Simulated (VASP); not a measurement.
# Ca in VASP: further runs

One slab, Ca, is run at these levels: RPBE+D4, PBE; tasks: relaxation of the atoms, single point.

All numbers are computed with VASP 6.6.1; they aren't measurements. Logs are shortened: lines on timing, memory, paths and dates and some standing lists are left out, and cuts for length are marked.

## Step 1: The structure

The cell holds a slab with vacuum, 5 atoms: a = 4.193 Å, b = 4.203 Å, c = 24.781 Å, α = 90.00°, β = 90.00°, γ = 90.00°.

The slab is cut from a database's or a generator's crystal, which needn't be the stable form of the element.

## Step 2: Relaxation of the atoms, RPBE+D4

INCAR reads:

```
PREC = Accurate
ENCUT = 520
EDIFF = 1E-6
ISMEAR = -1
SIGMA = 0.05
LREAL = False
LASPH = True
NELM = 60
ALGO = Fast
ISIF = 2
LWAVE = False
LCHARG = False
LDIPOL = True
IDIPOL = 3
DIPOL = 0.5 0.5 0.500
GGA = RP
IVDW = 13
IBRION = 2
NSW = 60
EDIFFG = -0.005
```

KPOINTS reads:

```
regular mesh
0
Gamma
  5 5 1
```

POSCAR reads:

```
Ca
1.0
    4.1929749200      0.0000000000      0.0000000000
    0.0000000000      4.2034636200      0.0000000000
    0.0000000000      0.0000000000     24.7814098400
Ca
5
Selective dynamics
Direct
    0.0000000000      0.0000000000      0.3026462194  F F F
    0.5000000000      0.5000000000      0.4013231097  F F F
    0.0000000000      0.0000000000      0.5000000000  T T T
    0.5000000000      0.5000000000      0.5986768903  T T T
    0.0000000000      0.0000000000      0.6973537806  T T T
```

Potentials or basis: VASP PAW PBE potentials, release 64 (Ca_sv).

Command:

```sh
$ cat potpaw_PBE.64/Ca_sv/POTCAR > POTCAR
$ mpirun -np 1 vasp_std > vasp.out
```

OUTCAR:

```text
PREC = Accurate
   ENCUT = 520
   EDIFF = 1E-6
   ISMEAR = -1
   LREAL = False
   LASPH = True
   NELM = 60
   ISIF = 2
   GGA = RP
   IVDW = 13
   IBRION = 2
   NSW = 60
   EDIFFG = -0.005

 ion  position               nearest neighbor table
   1  0.000  0.000  0.303-
   2  0.500  0.500  0.401-
   3  0.000  0.000  0.500-
   4  0.500  0.500  0.599-
   5  0.000  0.000  0.697-

  LATTYP: Found a simple orthorhombic cell.
 ALAT       =     4.1929749200
 B/A-ratio  =     1.0025014936
 C/A-ratio  =     5.9102213376

  Lattice vectors:

 A1 = (   4.1929749200,   0.0000000000,   0.0000000000)
 A2 = (   0.0000000000,   4.2034636200,   0.0000000000)
 A3 = (   0.0000000000,   0.0000000000,  24.7814098400)

Analysis of symmetry for initial positions (statically):
=====================================================================
 Subroutine PRICEL returns:
 Original cell was already a primitive cell.

 Routine SETGRP: Setting up the symmetry group for a
 simple orthorhombic supercell.

 Subroutine GETGRP returns: Found  8 space group operations
 (whereof  8 operations were pure point group operations)
 out of a pool of  8 trial point group operations.

The static configuration has the point symmetry D_2h.

Analysis of symmetry for dynamics (positions and initial velocities):
=====================================================================
 Subroutine PRICEL returns:
 Original cell was already a primitive cell.

 Routine SETGRP: Setting up the symmetry group for a
 simple orthorhombic supercell.

 Subroutine GETGRP returns: Found  8 space group operations
 (whereof  8 operations were pure point group operations)
 out of a pool of  8 trial point group operations.

The dynamic configuration has the point symmetry D_2h.

Analysis of constrained symmetry for selective dynamics:
=====================================================================
 Subroutine PRICEL returns:
 Original cell was already a primitive cell.

 Routine SETGRP: Setting up the symmetry group for a
 simple orthorhombic supercell.

 Subroutine GETGRP returns: Found  4 space group operations
 (whereof  4 operations were pure point group operations)
 out of a pool of  8 trial point group operations.

The constrained configuration has the point symmetry C_2v.

 Subroutine INISYM returns: Found  4 space group operations
 (whereof  4 operations are pure point group operations),
 and found     1 'primitive' translations

----------------------------------------------------------------------------------------

                                     Primitive cell

  volume of cell :     436.7728

  direct lattice vectors                    reciprocal lattice vectors
     4.192974920  0.000000000  0.000000000     0.238494153  0.000000000  0.000000000
     0.000000000  4.203463620  0.000000000     0.000000000  0.237899050  0.000000000
     0.000000000  0.000000000 24.781409840     0.000000000  0.000000000  0.040352829

  length of vectors
     4.192974920  4.203463620 24.781409840     0.238494153  0.237899050  0.040352829

  position of ions in fractional coordinates (direct lattice)
     0.000000000  0.000000000  0.302646219
     0.500000000  0.500000000  0.401323110
     0.000000000  0.000000000  0.500000000
     0.500000000  0.500000000  0.598676890
     0.000000000  0.000000000  0.697353781

  ion indices of the primitive-cell ions
   primitive index   ion index
                 1           1
                 2           2
                 3           3
                 4           4
                 5           5

----------------------------------------------------------------------------------------

 KPOINTS: regular mesh

Automatic generation of k-mesh.
 Grid dimensions read from file:
 generate k-points for:    5    5    1

 Generating k-lattice:

  Cartesian coordinates                     Fractional coordinates (reciprocal lattice)
     0.047698831  0.000000000  0.000000000     0.200000000  0.000000000  0.000000000
     0.000000000  0.047579810  0.000000000     0.000000000  0.200000000  0.000000000
     0.000000000  0.000000000  0.040352829     0.000000000  0.000000000  1.000000000

  Length of vectors
     0.047698831  0.047579810  0.040352829

  Shift w.r.t. Gamma in fractional coordinates (k-lattice)
     0.000000000  0.000000000  0.000000000

 Subroutine IBZKPT returns following result:
 ===========================================

 Found      9 irreducible k-points:

 Following reciprocal coordinates:
            Coordinates               Weight
  0.000000  0.000000  0.000000      1.000000
  0.200000  0.000000  0.000000      2.000000
  0.400000  0.000000  0.000000      2.000000
  0.000000  0.200000  0.000000      2.000000
  0.200000  0.200000  0.000000      4.000000
  0.400000  0.200000  0.000000      4.000000
  0.000000  0.400000  0.000000      2.000000
  0.200000  0.400000  0.000000      4.000000
  0.400000  0.400000  0.000000      4.000000
   k-points           NKPTS =      9   k-points in BZ     NKDIM =      9   number of bands    NBANDS=     30
   number of dos      NEDOS =    301   number of ions     NIONS =      5
   total plane-waves  NPLWV = 196608
   dimension x,y,z NGX =    32 NGY =   32 NGZ =  192
   dimension x,y,z NGXF=    64 NGYF=   64 NGZF=  384
   ions per type =               5
   NGX,Y,Z   is equivalent  to a cutoff of  12.69, 12.66, 12.88 a.u.
   NGXF,Y,Z  is equivalent  to a cutoff of  25.38, 25.31, 25.76 a.u.
 SYSTEM =  unknown system
   PREC   = accura    normal or accurate (medium, high low for compatibility)
   ISTART =      0    job   : 0-new  1-cont  2-samecut
   ICHARG =      2    charge: 1-file 2-atom 10-const
   ISPIN  =      1    spin polarized calculation?
   LNONCOLLINEAR =      F non collinear calculations
   LSORBIT =      F    spin-orbit coupling
   LASPH  =      T    aspherical Exc in radial PAW
   ENCUT  =  520.0 eV  38.22 Ry    6.18 a.u.   7.80  7.82 46.08*2*pi/ulx,y,z
   NELM   =     60;   NELMIN=  2; NELMDL= -5     # of ELM steps
   EDIFF  = 0.1E-05   stopping-criterion for ELM
   LREAL  =      F    real-space projection
   EDIFFG = -.5E-02   stopping-criterion for IOM
   NSW    =     60    number of steps for IOM
   IBRION =      2    ionic relax: 0-MD 1-quasi-New 2-CG
   NFREE  =      1    steps in history (QN), initial steepest desc. (CG)
   ISIF   =      2    stress and relaxation
   ISYM   =      2    0-nonsym 1-usesym 2-fastsym
   POTIM  = 0.5000    time-step for ionic-motion
   TEBEG  =    0.0;   TEEND  =   0.0 temperature during run
   PSTRESS=    0.0 pullay stress
   NELECT =      50.0000    total number of electrons
   NUPDOWN=      -1.0000    fix difference up-down
   EMIN   =  10.00;   EMAX   =-10.00  energy-range for DOS
   EFERMI =   0.00;   METHOD = LEGACY
   ISMEAR =    -1;   SIGMA  =   0.05  broadening in eV -4-tet -1-fermi 0-gaus
   EFERMI_NEDOS =   21; number of points for ismear=-14 and -15
   IALGO  =     68    algorithm
   IMIX   =      4    mixing-type and parameters
     AMIX     =   0.40;   BMIX     =  1.00
     AMIX_MAG =   1.60;   BMIX_MAG =  1.00
  volume/ion in A,a.u.               =      87.35       589.50
  Fermi-wavevector in a.u.,A,eV,Ry     =   0.794901  1.502145  8.597078  0.631867
  Thomas-Fermi vector in A             =   1.901124
   LORBIT       =      0    0 simple, 1 ext, 2 COOP (PROOUT), +10 PAW based schemes
   GGA     = RP    functional components
   LHFCALC =     F    Hartree Fock is set to
   AEXX    =    0.0000 exact exchange contribution
   IVDW    =    13    specifies the selected vdW correction
   LEPSILON=     F    determine dielectric tensor
   LRPA    =     F    only Hartree local field effects (RPA)
 conjugate gradient relaxation of ions
 non-spin polarized calculation
 RMM-DIIS sequential band-by-band and
  energy-cutoff  :      520.00
  volume of cell :      436.77
 maximum number of plane-waves:     11784
 NGX is ok and might be reduce to    32
   NGX = 15   NGY = 15   NGZ = 93

--------------------------------------- Ionic step        1  -------------------------------------------

 number of electron      50.0000005 magnetization

 Free energy of the ion-electron system (eV)
  ---------------------------------------------------
  ext. energy  EPLUGINS =         0.00000000
  ---------------------------------------------------
  free energy    TOTEN  =        -7.81614061 eV

  energy without entropy =       -7.75905223  energy(sigma->0) =       -7.78759642

------------------------ aborting loop because EDIFF is reached ----------------------------------------

  DFT-D4 for vdW energy calculation

  Edisp (eV):   -1.20524

  FORCE on cell =-STRESS in cart. coord.  units (eV):
  Direction    XX          YY          ZZ          XY          YZ          ZX
  --------------------------------------------------------------------------------------
  -------------------------------------------------------------------------------------
  Total      -2.05603    -2.14900    -0.17710     0.00000     0.00000     0.00000
  in kB      -7.54198    -7.88298    -0.64964     0.00000     0.00000     0.00000
  external pressure =       -5.36 kB  Pullay stress =        0.00 kB
[... 106 lines left out ...]
  FREE ENERGIE OF THE ION-ELECTRON SYSTEM (eV)
  ---------------------------------------------------
  free  energy   TOTEN  =        -9.0215267337 eV

  energy  without entropy=       -8.9644403553  energy(sigma->0) =       -8.99298354

[... ionic steps 4 to 12 ...]

--------------------------------------- Ionic step       13  -------------------------------------------

 number of electron      49.9999999 magnetization

------------------------ aborting loop because EDIFF is reached ----------------------------------------

  DFT-D4 for vdW energy calculation

  Edisp (eV):   -1.21328
[... 71 lines left out ...]
  FREE ENERGIE OF THE ION-ELECTRON SYSTEM (eV)
  ---------------------------------------------------
  free  energy   TOTEN  =        -9.0222413496 eV

  energy  without entropy=       -8.9645330089  energy(sigma->0) =       -8.99338718

 dipolmoment           0.000000      0.000000      0.009270 electrons x Angstroem

--------------------------------------- Ionic step       15  -------------------------------------------

 number of electron      50.0000001 magnetization

 dipolmoment           0.000000      0.000000     -0.000099 electrons x Angstroem

 Free energy of the ion-electron system (eV)
  ---------------------------------------------------
  ext. energy  EPLUGINS =         0.00000000
  ---------------------------------------------------
  free energy    TOTEN  =        -7.80979648 eV

  energy without entropy =       -7.75202896  energy(sigma->0) =       -7.78091272

 E-fermi :  -0.2779     XC(G=0):  -4.4678

 val. band max:       -0.2835742844   @ k =   0.2000   0.2000   0.0000
 cond. band min:      -0.2359648578   @ k =   0.2000   0.4000   0.0000
 fundamental gap:      0.0476094266
 Fermi energy:        -0.2778777252

 k-point     1 :       0.0000    0.0000    0.0000
  band No.  band energies     occupation
      1     -43.1720      2.00000
      2     -43.1713      2.00000
      3     -42.4600      2.00000
      4     -42.4098      2.00000
      5     -42.4083      2.00000
      6     -24.1181      2.00000
[... 286 lines left out ...]
     29       0.3174      0.00001
     30       0.3332      0.00001

------------------------ aborting loop because EDIFF is reached ----------------------------------------

 vacuum level on the upper side and lower side of the slab       (xc-potential included)        -0.206        -0.241

  DFT-D4 for vdW energy calculation

  Edisp (eV):   -1.21249

  FORCE on cell =-STRESS in cart. coord.  units (eV):
  Direction    XX          YY          ZZ          XY          YZ          ZX
  --------------------------------------------------------------------------------------
  -------------------------------------------------------------------------------------
  Total      -1.94272    -2.03304    -0.04764     0.00000     0.00000     0.00000
  in kB      -7.12633    -7.45764    -0.17476     0.00000     0.00000     0.00000
  external pressure =       -4.92 kB  Pullay stress =        0.00 kB
[... 20 lines left out ...]
  FREE ENERGIE OF THE ION-ELECTRON SYSTEM (eV)
  ---------------------------------------------------
  free  energy   TOTEN  =        -9.0222896744 eV

  energy  without entropy=       -8.9645221544  energy(sigma->0) =       -8.99340591

 reached required accuracy - stopping structural energy minimisation

 vacuum level on the upper side and lower side of the slab         2.244         2.202
```

Wall time 13 min (1 thread of Intel Xeon 6975P-C (Granite Rapids), shared host); peak memory 0.54 GiB.

Results:

- Free energy: -9.0223 eV
- Energy gained by relaxing: 0.2 meV/atom
- Ionic steps: 15
- Band gap on the k mesh: none (metal or under the smearing width)
- Dispersion energy per atom: -0.242 eV

Step by step:
```
step  energy change (eV)  largest force (eV/Å)  pressure (GPa)
   1              0.0000                0.0292           -0.54
   2              0.0000                0.0301           -0.53
   3             -0.0001                0.0312           -0.53
   4             -0.0002                0.0318           -0.54
   5             -0.0002                0.0321           -0.53
   6             -0.0002                0.0297           -0.54
   7             -0.0003                0.0250           -0.53
   8             -0.0005                0.0167           -0.53
   9             -0.0005                0.0238           -0.52
  10             -0.0005                0.0183           -0.52
  11             -0.0006                0.0155           -0.52
  12             -0.0008                0.0116           -0.51
  13             -0.0008                0.0201           -0.48
  14             -0.0009                0.0130           -0.50
  15             -0.0009                0.0040           -0.49
```

Final structure:
```xyz
5
Lattice="4.1930 0.0000 0.0000 0.0000 4.2035 0.0000 0.0000 0.0000 24.7814" Properties=species:S:1:pos:R:3 pbc="T T T"
Ca    0.0000    0.0000    7.5000
Ca    2.0965    2.1017    9.9454
Ca    0.0000    0.0000   12.3604
Ca    2.0965    2.1017   14.7711
Ca    0.0000    0.0000   17.2176
```

Levels at points of the mesh, in eV from the Fermi level:
| k point | band 21 | band 22 | band 23 | band 24 | band 25 | band 26 | band 27 | band 28 | band 29 | band 30 |
| --- | --- | --- | --- | --- | --- | --- | --- | --- | --- | --- |
| (0.00, 0.00, 0.00) | -3.82 | -3.24 | -2.37 | -1.32 | -0.47 | 0.36 | 0.65 | 0.71 | 0.73 | 1.16 |

Caveat: the PAW data sets were made with another functional, which shifts forces and pressure a little.

## Step 3: Single point, PBE

INCAR reads:

```
SYSTEM = Ca
PREC     = Accurate       ! precision mode
ENCUT    = 600            ! plane-wave cutoff, eV
EDIFF    = 1E-6           ! SCF threshold, eV
ISMEAR   = -1             ! smearing method
SIGMA    = 0.05           ! smearing width, eV
LREAL    = .False.        ! projectors in reciprocal space
LASPH    = .True.         ! aspherical terms in the spheres
NELM     = 100            ! most SCF steps
ALGO     = Normal         ! electronic algorithm
ISIF     = 2              ! what is computed and relaxed
LWAVE    = .False.        ! write WAVECAR
LCHARG   = .False.        ! write CHGCAR
LDIPOL   = .True.       
IDIPOL   = 3            
DIPOL    = 0.5 0.5 0.500
GGA      = PE             ! functional
NBANDS   = 33             ! bands
```

KPOINTS reads:

```
Automatic mesh
0
Gamma
  5 5 1
  0 0 0
```

POSCAR reads:

```
Ca
1.0
    4.1929749200      0.0000000000      0.0000000000
    0.0000000000      4.2034636200      0.0000000000
    0.0000000000      0.0000000000     24.7814098400
Ca
5
Direct
    0.0000000000      0.0000000000      0.3026462194
    0.5000000000      0.5000000000      0.4013231097
    0.0000000000      0.0000000000      0.5000000000
    0.5000000000      0.5000000000      0.5986768903
    0.0000000000      0.0000000000      0.6973537806
```

Potentials or basis: VASP PAW PBE potentials, release 64 (Ca_sv).

Command:

```sh
$ cat potpaw_PBE.64/Ca_sv/POTCAR > POTCAR
$ mpirun -np 1 vasp_std > vasp.out
```

OUTCAR:

```text
SYSTEM = Ca
   PREC = Accurate
   ENCUT = 600
   EDIFF = 1E-6
   ISMEAR = -1
   LREAL = .False.
   LASPH = .True.
   NELM = 100
   ISIF = 2
   GGA = PE

 ion  position               nearest neighbor table
   1  0.000  0.000  0.303-
   2  0.500  0.500  0.401-
   3  0.000  0.000  0.500-
   4  0.500  0.500  0.599-
   5  0.000  0.000  0.697-

  LATTYP: Found a simple orthorhombic cell.
 ALAT       =     4.1929749200
 B/A-ratio  =     1.0025014936
 C/A-ratio  =     5.9102213376
[... 514 lines left out ...]
  -------------------------------------------------------------------------------------
  Total       -1.9117797     -1.9946378     -0.1038094      0.0000000      0.0000000      0.0000000
  in kB       -7.0128227     -7.3167643     -0.3807955      0.0000000      0.0000000      0.0000000
  external PRESSURE =      -4.9034608 kB  Pullay stress =       0.0000000 kB

 VOLUME and BASIS-vectors are now :
 -----------------------------------------------------------------------------
  energy-cutoff  :      600.00
  volume of cell :      436.77
      direct lattice vectors                 reciprocal lattice vectors
     4.192974920  0.000000000  0.000000000     0.238494153  0.000000000  0.000000000
     0.000000000  4.203463620  0.000000000     0.000000000  0.237899050  0.000000000
     0.000000000  0.000000000 24.781409840     0.000000000  0.000000000  0.040352829

 POSITION                                       TOTAL-FORCE (eV/Angst)
 -----------------------------------------------------------------------------------
      0.00000      0.00000      7.50000         0.000000     -0.000000      0.010218
      2.09649      2.10173      9.94535         0.000000      0.000000     -0.001821
      0.00000      0.00000     12.39070         0.000000     -0.000000      0.000000
      2.09649      2.10173     14.83606         0.000000      0.000000      0.001821
      0.00000      0.00000     17.28141         0.000000     -0.000000     -0.010218
 -----------------------------------------------------------------------------------
    total drift:                                0.000000      0.000000      0.000000

  FREE ENERGIE OF THE ION-ELECTRON SYSTEM (eV)
  ---------------------------------------------------
  free  energy   TOTEN  =        -8.6361421421 eV

  energy  without entropy=       -8.5776583657  energy(sigma->0) =       -8.60690025

 vacuum level on the upper side and lower side of the slab         2.180         2.180
```

OSZICAR:

```text
N       E                     dE             d eps       ncg     rms          rms(c)
DAV:   1     0.450272990608E+03    0.45027E+03   -0.25216E+04   730   0.135E+03
DAV:   2     0.208149534263E+02   -0.42946E+03   -0.42345E+03   671   0.386E+02
DAV:   3    -0.536614015784E+01   -0.26181E+02   -0.25757E+02  1023   0.654E+01
DAV:   4    -0.936747447510E+01   -0.40013E+01   -0.39797E+01  1068   0.236E+01
[... 12 lines left out ...]
DAV:  17    -0.863609570086E+01   -0.75677E-04   -0.17297E-05   585   0.954E-03    0.151E-03
DAV:  18    -0.863612918608E+01   -0.33485E-04   -0.34381E-06   585   0.679E-03    0.101E-03
DAV:  19    -0.863614075411E+01   -0.11568E-04   -0.16802E-06   537   0.372E-03    0.475E-04
DAV:  20    -0.863614196335E+01   -0.12092E-05   -0.29197E-07   513   0.233E-03    0.236E-04
DAV:  21    -0.863614214208E+01   -0.17873E-06   -0.51933E-08   513   0.117E-03
   1 F= -.86361421E+01 E0= -.86069003E+01  d E =-.584838E-01
```

It took 3 min on 1 thread of Intel Xeon Platinum 8488C (Sapphire Rapids), shared host; peak memory 0.58 GiB.

Results:

```
Free energy            : -8.6361 eV
Largest force          : 0.010 eV/Å
Band gap on the k mesh : none (metal or under the smearing width)
```

Forces on the atoms (eV/Å):
```
Ca   0.000  0.000  0.010
Ca   0.000  0.000 -0.002
Ca   0.000  0.000  0.000
Ca   0.000  0.000  0.002
Ca   0.000  0.000 -0.010
```

Levels at points of the mesh, in eV from the Fermi level:
```
           k point  band 23  band 24  band 25  band 26  band 27  band 28
(0.00, 0.00, 0.00)    -2.38    -1.34    -0.48     0.36     0.62     0.70
```

[end of part 1 of 2]
